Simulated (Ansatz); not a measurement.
**Ba: computed DOS**

```cif
data_structure
_symmetry_space_group_name_H-M 'P 1'
_symmetry_Int_Tables_number 1
_cell_length_a 6.9896
_cell_length_b 6.9896
_cell_length_c 6.9896
_cell_angle_alpha 107.537
_cell_angle_beta 107.537
_cell_angle_gamma 113.413
_cell_volume 261.93
loop_
_atom_site_label
_atom_site_type_symbol
_atom_site_fract_x
_atom_site_fract_y
_atom_site_fract_z
_atom_site_occupancy
Ba1 Ba 0.81814 0.68186 0.50000 1
Ba2 Ba 0.18186 0.31814 0.50000 1
Ba3 Ba 0.31814 0.81814 0.13628 1
Ba4 Ba 0.68186 0.18186 0.86372 1
```

The runs use the primitive cell with vectors (-4.131, 4.131, 3.837), (4.131, -4.131, 3.837), (4.131, 4.131, -3.837) Å, to which the k mesh refers.

The cell is the one relaxed in the Materials Project (mp-570384), not relaxed further here; entries there can be hypothetical.

Spin–orbit coupling is left out, though it moves levels of the heavy atoms by tenths of an eV or more.

Level of theory: Ansatz 0.2.0, DFT, PBE, all-electron LAPW, scalar-relativistic.

Numerical set-up: a Γ-centred 6×6×6 k mesh, Fermi–Dirac smearing of 0.03 eV, basis error target 1 meV/atom, no spin polarisation.

States per eV and cell, averaged over 0.4 eV, from -2.6 to 0.8 eV, with energies (bin centres) from the Fermi level; empty bins are left out. 

```json
{"E (eV)": "-2.5", "total": "0.34"}
{"E (eV)": "-2.1", "total": "0.86"}
{"E (eV)": "-1.7", "total": "1.50"}
{"E (eV)": "-1.3", "total": "2.11"}
{"E (eV)": "-0.9", "total": "3.60"}
{"E (eV)": "-0.5", "total": "9.02"}
{"E (eV)": "-0.1", "total": "3.62"}
{"E (eV)": "0.3", "total": "10.62"}
{"E (eV)": "0.7", "total": "7.98"}
```
